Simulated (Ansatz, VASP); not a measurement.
**One calculation of WSe2, two programs**

```
Se W
1.0
     3.28549    0.00000    0.00000
    -1.64275    2.84532    0.00000
     0.00000    0.00000   24.23865
Se W
4 2
Direct
  0.33333 0.66667 0.18565
  0.33333 0.66667 0.32466
  0.00000 0.00000 0.47360
  0.00000 0.00000 0.61260
  0.66667 0.33333 0.25516
  0.33333 0.66667 0.54310
```

Alike in both runs: task single point; functional PBE; dispersion D3(BJ); k mesh 9 × 9 × 1; occupations gaussian, width 0.05 eV; no spin polarisation.

|  | VASP | Ansatz |
| --- | --- | --- |
| version | VASP 6.6.1 | Ansatz 0.2.0 |
| potentials or method | VASP PAW PBE potentials, release 64 (Se, W_sv) | scalar-relativistic, plane waves, PAW |
| plane-wave cutoff (eV) | 520 | 420 |
| valence electrons in the cell | 52 | 92 |

VASP gave:

- gap on the k mesh at the Fermi level (eV): 1.57
- least direct gap on the mesh (eV): 1.65
- rms of the force components (eV/Å): 0.049

Problem. Estimate Ansatz's values.

Solution. gap on the k mesh at the Fermi level (eV): 1.57; least direct gap on the mesh (eV): 1.65; rms of the force components (eV/Å): 0.033.

The two sets of potentials don't hold the same shells in valence.

Caveats: spin-orbit coupling is left out, which moves the levels of the heavy elements.
